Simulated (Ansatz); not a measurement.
**Ni2H in Ansatz: convergence with smearing width**

Ni2H:

```
CELL_PARAMETERS angstrom
2.64300 0.00000 0.00000
-1.32150 2.28891 0.00000
0.00000 0.00000 4.30800
ATOMIC_POSITIONS crystal
Ni 0.66667 0.33333 0.76700
Ni 0.33333 0.66667 0.23300
H 0.00000 0.00000 0.00000
```

* Program: Ansatz 0.2.0
* Task: convergence study
* Functional: LDA
* Potentials or basis: Ansatz PAW
* Cutoff: 420 eV (not typed: the program's choice for these potentials)
* k mesh: 10 × 10 × 5
* Occupations: fermi-dirac, width 0.3 eV
* Spin: collinear spin, ferromagnetic start
* Starting moments: [1.0, 1.0, 0.0] μB
* Hubbard terms: Ni d U = 3 eV

These are the settings of the first run; the series varies smearing width, with any setting tied to it.

Hardware: 2 threads of Intel(R) Xeon(R) Processor @ 2.50GHz (Skylake/Cascade Lake), with other jobs on the host.

Task: The values tried are 0.3 eV, 0.2 eV, 0.15 eV, 0.1 eV, 0.05 eV, 0.025 eV, 0.01 eV, 0.005 eV, loosest first. From which on does the pressure stay within 0.1 GPa of the tightest run that finished?

Result: From 0.025 eV on.

```
smearing width  energy less the tightest run, at zero smearing (meV/atom)  pressure (GPa)  largest force (eV/Å)  absolute moment (μB)  SCF cycles  CPU time (s)  peak memory (GiB)
        0.3 eV                                                     -11.91          -21.20                 0.800                  0.00          26            52               0.54
        0.2 eV                                                      -4.88          -22.20                 0.786                  0.44          20            23               0.39
       0.15 eV                                                      -2.40          -22.60                 0.782                  0.51          20            21               0.39
        0.1 eV                                                      -0.28          -22.93                 0.780                  0.52          22            23                0.4
       0.05 eV                                                       1.21          -23.16                 0.795                  0.52          30           130               0.83
      0.025 eV                                                       0.09          -23.00                 0.810                  0.54          37           240               0.85
       0.01 eV                                                       0.00          -22.97                 0.812                  0.54          36           220               0.88
      0.005 eV                                                       0.00          -22.97                 0.812                  0.54          35           230               0.86
```

Against the tightest run, the energy stays within 1 meV/atom from 0.025 eV on; the largest force stays within 0.005 eV/Å from 0.025 eV on; the absolute moment stays within 0.02 μB from 0.025 eV on. Narrower smearing needs a denser k mesh, so at a fixed mesh the narrowest width isn't the most accurate. The tightest run that finished is the yardstick and may itself not be fully converged.

Caveat, for the tightest run too: the magnetic or orbital state may not be the lowest; the PAW data sets come from PBE, with cores solved anew for the run's functional, which leaves a small shift of forces and pressure; the U is typed as a test and isn't derived for this compound. The state reached can hang on the start; a lower one may exist.
